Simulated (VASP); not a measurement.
# NaH (Pm-3m) in VASP: a series of runs

Runs on NaH. Level: PBEsol. Tasks: single point.

Program: VASP 6.6.1. These are calculated values, not measurements. Logs are shortened: lines on timing, memory, paths and dates and some standing lists are left out, and cuts for length are marked.

### Step 1. The crystal as given

It takes space group Pm-3m (No. 221, cubic). Conventional cell: a = 2.975 Å, b = 2.975 Å, c = 2.975 Å, α = 90.00°, β = 90.00°, γ = 90.00°. Na (site symmetry m-3m) is surrounded by 8 H at 2.58 Å. H (site symmetry m-3m) has 8 Na at 2.58 Å as nearest neighbours.

The cell comes from a database or a generator and needn't be the stable form of this composition.

### Step 2. Single point, PBEsol

Contents of INCAR:

```
PREC     = Accurate       # precision mode
ENCUT    = 520            # plane-wave cutoff, eV
EDIFF    = 1E-6           # SCF threshold, eV
ISMEAR   = 0              # smearing method
SIGMA    = 0.01           # smearing width, eV
LREAL    = False          # projectors in reciprocal space
LASPH    = True           # aspherical terms in the spheres
NELM     = 100            # most SCF steps
ALGO     = Normal         # electronic algorithm
ISIF     = 2              # what is computed and relaxed
LWAVE    = False          # write WAVECAR
LCHARG   = False          # write CHGCAR
GGA      = PS             # functional
NBANDS   = 11             # bands
```

Contents of KPOINTS:

```
regular mesh
0
Gamma
  6 6 6
```

Contents of POSCAR:

```
NaH
1.0
    2.9746949280      0.0000000000      0.0000000000
    0.0000000000      2.9746949280      0.0000000000
    0.0000000000      0.0000000000      2.9746949280
Na H
1 1
Direct
    0.0000000000      0.0000000000      0.0000000000
    0.5000000000      0.5000000000      0.5000000000
```

Potentials or basis: VASP PAW PBE potentials, release 64 (Na_pv, H).

Run with:

```
$ cat potpaw_PBE.64/Na_pv/POTCAR potpaw_PBE.64/H/POTCAR > POTCAR
$ mpirun -np 1 vasp_std > vasp.out
```

OUTCAR:

```text
PREC = Accurate
   ENCUT = 520
   EDIFF = 1E-6
   ISMEAR = 0
   LREAL = False
   LASPH = True
   NELM = 100
   ISIF = 2
   GGA = PS

 ion  position               nearest neighbor table
   1  0.000  0.000  0.000-
   2  0.500  0.500  0.500-

  LATTYP: Found a simple cubic cell.
 ALAT       =     2.9746949280

  Lattice vectors:

 A1 = (   2.9746949280,   0.0000000000,   0.0000000000)
 A2 = (   0.0000000000,   2.9746949280,   0.0000000000)
 A3 = (   0.0000000000,   0.0000000000,   2.9746949280)

Analysis of symmetry for initial positions (statically):
=====================================================================
 Subroutine PRICEL returns:
 Original cell was already a primitive cell.

 Routine SETGRP: Setting up the symmetry group for a
 simple cubic supercell.

 Subroutine GETGRP returns: Found 48 space group operations
 (whereof 48 operations were pure point group operations)
 out of a pool of 48 trial point group operations.

The static configuration has the point symmetry O_h .

Analysis of symmetry for dynamics (positions and initial velocities):
=====================================================================
 Subroutine PRICEL returns:
 Original cell was already a primitive cell.

 Routine SETGRP: Setting up the symmetry group for a
 simple cubic supercell.

 Subroutine GETGRP returns: Found 48 space group operations
 (whereof 48 operations were pure point group operations)
 out of a pool of 48 trial point group operations.

The dynamic configuration has the point symmetry O_h .

 Subroutine INISYM returns: Found 48 space group operations
 (whereof 48 operations are pure point group operations),
 and found     1 'primitive' translations

----------------------------------------------------------------------------------------

                                     Primitive cell

  volume of cell :      26.3225

  direct lattice vectors                    reciprocal lattice vectors
     2.974694928  0.000000000  0.000000000     0.336168926  0.000000000  0.000000000
     0.000000000  2.974694928  0.000000000     0.000000000  0.336168926  0.000000000
     0.000000000  0.000000000  2.974694928     0.000000000  0.000000000  0.336168926

  length of vectors
     2.974694928  2.974694928  2.974694928     0.336168926  0.336168926  0.336168926

  position of ions in fractional coordinates (direct lattice)
     0.000000000  0.000000000  0.000000000
     0.500000000  0.500000000  0.500000000

  ion indices of the primitive-cell ions
   primitive index   ion index
                 1           1
                 2           2

----------------------------------------------------------------------------------------

 KPOINTS: regular mesh

Automatic generation of k-mesh.
 Grid dimensions read from file:
 generate k-points for:    6    6    6

 Generating k-lattice:

  Cartesian coordinates                     Fractional coordinates (reciprocal lattice)
     0.056028154  0.000000000  0.000000000     0.166666667  0.000000000  0.000000000
     0.000000000  0.056028154  0.000000000     0.000000000  0.166666667  0.000000000
     0.000000000  0.000000000  0.056028154     0.000000000  0.000000000  0.166666667

  Length of vectors
     0.056028154  0.056028154  0.056028154

  Shift w.r.t. Gamma in fractional coordinates (k-lattice)
     0.000000000  0.000000000  0.000000000

 Subroutine IBZKPT returns following result:
 ===========================================

 Found     20 irreducible k-points:

 Following reciprocal coordinates:
            Coordinates               Weight
  0.000000  0.000000  0.000000      1.000000
  0.166667  0.000000  0.000000      6.000000
  0.333333  0.000000  0.000000      6.000000
  0.500000  0.000000  0.000000      3.000000
  0.166667  0.166667  0.000000     12.000000
  0.333333  0.166667  0.000000     24.000000
[... 12 lines left out ...]
  0.500000  0.500000  0.333333      6.000000
  0.500000  0.500000  0.500000      1.000000
   k-points           NKPTS =     20   k-points in BZ     NKDIM =     20   number of bands    NBANDS=     11
   number of dos      NEDOS =    301   number of ions     NIONS =      2
   total plane-waves  NPLWV =  13824
   dimension x,y,z NGX =    24 NGY =   24 NGZ =   24
   dimension x,y,z NGXF=    48 NGYF=   48 NGZF=   48
   ions per type =               1   1
   NGX,Y,Z   is equivalent  to a cutoff of  13.41, 13.41, 13.41 a.u.
   NGXF,Y,Z  is equivalent  to a cutoff of  26.83, 26.83, 26.83 a.u.
 SYSTEM =  unknown system
   PREC   = accura    normal or accurate (medium, high low for compatibility)
   ISTART =      0    job   : 0-new  1-cont  2-samecut
   ICHARG =      2    charge: 1-file 2-atom 10-const
   ISPIN  =      1    spin polarized calculation?
   LNONCOLLINEAR =      F non collinear calculations
   LSORBIT =      F    spin-orbit coupling
   LASPH  =      T    aspherical Exc in radial PAW
   ENCUT  =  520.0 eV  38.22 Ry    6.18 a.u.   5.53  5.53  5.53*2*pi/ulx,y,z
   NELM   =    100;   NELMIN=  2; NELMDL= -5     # of ELM steps
   EDIFF  = 0.1E-05   stopping-criterion for ELM
   LREAL  =      F    real-space projection
   EDIFFG = 0.1E-04   stopping-criterion for IOM
   NSW    =      0    number of steps for IOM
   IBRION =     -1    ionic relax: 0-MD 1-quasi-New 2-CG
   NFREE  =      0    steps in history (QN), initial steepest desc. (CG)
   ISIF   =      2    stress and relaxation
   ISYM   =      2    0-nonsym 1-usesym 2-fastsym
   POTIM  = 0.5000    time-step for ionic-motion
   TEBEG  =    0.0;   TEEND  =   0.0 temperature during run
   PSTRESS=    0.0 pullay stress
   NELECT =       8.0000    total number of electrons
   NUPDOWN=      -1.0000    fix difference up-down
   EMIN   =  10.00;   EMAX   =-10.00  energy-range for DOS
   EFERMI =   0.00;   METHOD = LEGACY
   ISMEAR =     0;   SIGMA  =   0.01  broadening in eV -4-tet -1-fermi 0-gaus
   EFERMI_NEDOS =   21; number of points for ismear=-14 and -15
   IALGO  =     38    algorithm
   IMIX   =      4    mixing-type and parameters
     AMIX     =   0.40;   BMIX     =  1.00
     AMIX_MAG =   1.60;   BMIX_MAG =  1.00
  volume/ion in A,a.u.               =      13.16        88.82
  Fermi-wavevector in a.u.,A,eV,Ry     =   1.100683  2.079990 16.483510  1.211504
  Thomas-Fermi vector in A             =   2.237098
   LORBIT       =      0    0 simple, 1 ext, 2 COOP (PROOUT), +10 PAW based schemes
   GGA     = PS    functional components
   LHFCALC =     F    Hartree Fock is set to
   AEXX    =    0.0000 exact exchange contribution
   IVDW    =     0    specifies the selected vdW correction
   LEPSILON=     F    determine dielectric tensor
   LRPA    =     F    only Hartree local field effects (RPA)
 non-spin polarized calculation
 Gauss-broadening in eV      SIGMA  =   0.01
  energy-cutoff  :      520.00
  volume of cell :       26.32
 maximum number of plane-waves:       739
 NGX is ok and might be reduce to    24
   NGX = 11   NGY = 11   NGZ = 11

 number of electron       7.9999997 magnetization

 Free energy of the ion-electron system (eV)
  ---------------------------------------------------
  ext. energy  EPLUGINS =         0.00000000
  ---------------------------------------------------
  free energy    TOTEN  =        -4.78419351 eV

  energy without entropy =       -4.78419351  energy(sigma->0) =       -4.78419351

 E-fermi :   1.4100     XC(G=0):  -8.1888

 val. band max:        1.2743884386   @ k =   0.5000   0.5000   0.5000
 cond. band min:       2.0771655641   @ k =   0.5000   0.0000   0.0000
 fundamental gap:      0.8027771255
 Fermi energy:         1.4100376203

 k-point     1 :       0.0000    0.0000    0.0000
  band No.  band energies     occupation
      1     -23.2189      2.00000
      2     -23.2189      2.00000
      3     -23.2189      2.00000
      4      -4.7043      2.00000
      5       9.7520      0.00000
      6      11.8960      0.00000
      7      11.8960      0.00000
      8      13.4301      0.00000
      9      13.4301      0.00000
     10      13.4301      0.00000
     11      26.5649      0.00000

 k-point     2 :       0.1667    0.0000    0.0000
  band No.  band energies     occupation
      1     -23.2622      2.00000
      2     -23.2152      2.00000
      3     -23.2152      2.00000
      4      -4.2766      2.00000
      5       7.3514      0.00000
      6      10.9110      0.00000
      7      12.3488      0.00000
      8      13.7589      0.00000
      9      13.7589      0.00000
     10      17.8283      0.00000
     11      23.5433      0.00000

 k-point     3 :       0.3333    0.0000    0.0000
  band No.  band energies     occupation
      1     -23.3477      2.00000
      2     -23.2077      2.00000
      3     -23.2077      2.00000
      4      -3.1266      2.00000
      5       3.8392      0.00000
      6      11.5068      0.00000
      7      13.6674      0.00000
      8      14.6753      0.00000
      9      14.6753      0.00000
     10      19.7682      0.00000
     11      20.3070      0.00000

 k-point     4 :       0.5000    0.0000    0.0000
  band No.  band energies     occupation
      1     -23.3899      2.00000
      2     -23.2039      2.00000
      3     -23.2039      2.00000
      4      -2.1779      2.00000
      5       2.0772      0.00000
      6      11.8919      0.00000
      7      15.1149      0.00000
      8      15.4850      0.00000
      9      15.4850      0.00000
     10      17.3823      0.00000
     11      18.7056      0.00000
[... 183 lines left out ...]
 k-point    18 :       0.5000    0.3333    0.3333
  band No.  band energies     occupation
      1     -23.3495      2.00000
      2     -23.3083      2.00000
      3     -23.3039      2.00000
      4       0.1097      2.00000
      5       5.5502      0.00000
      6       7.6516      0.00000
      7       8.8436      0.00000
      8      10.7077      0.00000
      9      12.0500      0.00000
     10      13.9535      0.00000
     11      19.5873      0.00000

 k-point    19 :       0.5000    0.5000    0.3333
  band No.  band energies     occupation
      1     -23.3432      2.00000
      2     -23.3432      2.00000
      3     -23.3008      2.00000
      4       0.6971      2.00000
      5       6.7301      0.00000
      6       6.7301      0.00000
      7       9.3194      0.00000
      8       9.3427      0.00000
      9      12.0852      0.00000
     10      12.0852      0.00000
     11      18.2916      0.00000

 k-point    20 :       0.5000    0.5000    0.5000
  band No.  band energies     occupation
      1     -23.3373      2.00000
      2     -23.3373      2.00000
      3     -23.3373      2.00000
      4       1.2744      2.00000
      5       7.9070      0.00000
      6       7.9070      0.00000
      7       7.9070      0.00000
      8      10.0409      0.00000
      9      10.0409      0.00000
     10      10.0409      0.00000
     11      16.9505      0.00000

------------------------ aborting loop because EDIFF is reached ----------------------------------------

  FORCE on cell =-STRESS in cart. coord.  units (eV):
  Direction    XX          YY          ZZ          XY          YZ          ZX
  --------------------------------------------------------------------------------------
  -------------------------------------------------------------------------------------
  Total       -0.1428530     -0.1428530     -0.1428530      0.0000000      0.0000000      0.0000000
  in kB       -8.6950607     -8.6950607     -8.6950607      0.0000000      0.0000000      0.0000000
  external PRESSURE =      -8.6950607 kB  Pullay stress =       0.0000000 kB

 VOLUME and BASIS-vectors are now :
 -----------------------------------------------------------------------------
  energy-cutoff  :      520.00
  volume of cell :       26.32
      direct lattice vectors                 reciprocal lattice vectors
     2.974694928  0.000000000  0.000000000     0.336168926  0.000000000  0.000000000
     0.000000000  2.974694928  0.000000000     0.000000000  0.336168926  0.000000000
     0.000000000  0.000000000  2.974694928     0.000000000  0.000000000  0.336168926

 POSITION                                       TOTAL-FORCE (eV/Angst)
 -----------------------------------------------------------------------------------
      0.00000      0.00000      0.00000         0.000000      0.000000      0.000000
      1.48735      1.48735      1.48735         0.000000      0.000000      0.000000
 -----------------------------------------------------------------------------------
    total drift:                                0.000000      0.000000      0.000000

  FREE ENERGIE OF THE ION-ELECTRON SYSTEM (eV)
  ---------------------------------------------------
  free  energy   TOTEN  =        -4.7841935099 eV

  energy  without entropy=       -4.7841935099  energy(sigma->0) =       -4.78419351
```

Run time: 2.6 s. Hardware: 1 thread of Intel Xeon Platinum 8488C (Sapphire Rapids), shared host; peak memory 0.13 GiB.

Results:

```
Free energy            : -4.7842 eV
Pressure               : -0.9 GPa
Band gap on the k mesh : 0.80 eV, indirect (least direct gap 4.26 eV)
```

Caveat: the PAW data sets were made with another functional, which shifts forces and pressure a little.

### Step 3. Single point, PBEsol

This run uses another cell than the first one, of 12.65 Å³/atom, 0.961 times its volume.

Contents of INCAR:

```
SYSTEM = NaH
PREC = Accurate
ENCUT = 520
EDIFF = 1E-6
ISMEAR = 0
SIGMA = 0.01
LREAL = .FALSE.
LASPH = .TRUE.
NELM = 100
ALGO = Normal
ISIF = 2
LWAVE = .FALSE.
LCHARG = .FALSE.
GGA = PS
NBANDS = 11
```

Contents of KPOINTS:

```
regular mesh
0
G
  6 6 6
  0 0 0
```

Contents of POSCAR:

```
NaH
1.0
    2.9352903554      0.0000000000      0.0000000000
    0.0000000000      2.9352903554      0.0000000000
    0.0000000000      0.0000000000      2.9352903554
Na H
1 1
Direct
    0.0000000000      0.0000000000      0.0000000000
    0.5000000000      0.5000000000      0.5000000000
```

Potentials or basis: VASP PAW PBE potentials, release 64 (Na_pv, H).

Run with:

```
$ cat potpaw_PBE.64/Na_pv/POTCAR potpaw_PBE.64/H/POTCAR > POTCAR
$ mpirun -np 1 vasp_std > vasp.out
```

It took 2.6 s on 1 thread of Intel Xeon Platinum 8488C (Sapphire Rapids), shared host; peak memory 0.13 GiB.

It converged, with:

- Free energy: -4.7864 eV
- Pressure: 0.1 GPa
- Band gap on the k mesh: 0.80 eV, indirect (least direct gap 4.36 eV)

Levels at points of the mesh, in eV from the valence-band top:
| k point | band 2 | band 3 | band 4 | band 5 | band 6 | band 7 |
| --- | --- | --- | --- | --- | --- | --- |
| (0.00, 0.00, 0.00) | -24.51 | -24.51 | -6.17 | 8.80 | 10.77 | 10.77 |
| (0.50, 0.00, 0.00) | -24.49 | -24.49 | -3.57 | 0.80 | 10.94 | 14.08 |
| (0.50, 0.50, 0.00) | -24.67 | -24.48 | -1.83 | 4.05 | 4.05 | 6.71 |
| (0.50, 0.50, 0.50) | -24.64 | -24.64 | 0.00 | 6.68 | 6.68 | 6.68 |

Caveat: the PAW data sets were made with another functional, which shifts forces and pressure a little.
